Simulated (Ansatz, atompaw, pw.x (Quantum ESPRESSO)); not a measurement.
Sm: one change to the PAW (atompaw) potential, in the atom and in the sc crystal

| Item | Value |
| --- | --- |
| Element | samarium |
| Generator | atompaw 4.2.0.5 |
| Type | PAW |
| Functional | PBE |
| Relativity | scalar-relativistic |
| Frozen core | [Kr] 4d10 |
| Valence charge | 16 |
| Reference configuration | 4f6 5s2 5p6 5d0 6s2 6p0 |
| Partial waves | 5s (bound); 6s (bound); 5p (bound); 6p (bound, empty); 5d (bound, empty); 5d channel at 3.35 Ry; 4f (bound); 4f channel at 1.05 Ry |
| Local potential | ultrasoft scheme with l = 4 at 0 Ry, radius 2.90 bohr |
| Core correction | smooth core density matched at 1.65 bohr |
| Augmentation charge | sinc compensation charge, radius 2.20 bohr; PAW radius 3.00 bohr; waves and projectors: bloechl |

Change: local potential ultrasoft scheme with l = 4 at 0 Ry, radius 2.46 bohr.

Cutoffs, loose and tight: the cutoffs (Ry, on a coarse ladder) from which the occupation-weighted sum of valence levels, in a spherical-Bessel basis at the reference potential, stays within 10 and 1 mRy of its value at 400 Ry. They see the waves and projectors alone, not the compensation charge or the core.

Crystal test: sc Sm in pw.x 7.5, no spin, 12³ k-points, Fermi–Dirac smearing 0.01 Ry, cutoffs set for each file from its atomic test. The reference is all-electron LAPW (Ansatz 0.2.0) with the same functional, mesh and smearing; V0 and B0 come from Birch–Murnaghan fits to the pressures at five volumes. Errors are pseudo minus all-electron; Δ is the rms difference of the E(V) curves that follow from these fits, minima aligned, over ±6 % about the mean V0. Mesh and smearing are coarse, so the numbers serve the comparison and aren't converged zero-temperature values; the lattice is a test structure that the element need not adopt. Spin polarisation and strong correlation are left out, which matters for this element.

All-electron: a0 = 2.615 Å (V0 = 17.89 Å³/atom), B0 = 69.8 GPa.

**Question.** Does the change bring the crystal closer to the all-electron result?

**Answer.** The mean pressure error goes from +5.16 to +4.69 GPa, a small move against the size of the error. Neither pressure curve crosses zero within the volumes sampled, so no fits are given.

```
                 quantity       base    changed
           outcome (atom)  generated  generated
     cutoff, loose (atom)      25 Ry      30 Ry
     cutoff, tight (atom)      35 Ry      35 Ry
      bound ghosts (atom)       none       none
     cutoffs in pw.x (Ry)     45/450     45/450
mean pressure error (GPa)      +5.16      +4.69
```

Base: The largest radius (3.00 bohr) exceeds half the bond length (2.48 bohr), so the spheres overlap, which is one possible source of error among others. This is a poor potential for the solid. Changed file: The largest radius (3.00 bohr) exceeds half the bond length (2.48 bohr), so the spheres overlap, which is one possible source of error among others. This is a poor potential for the solid. The atomic cutoffs weigh occupied waves only.
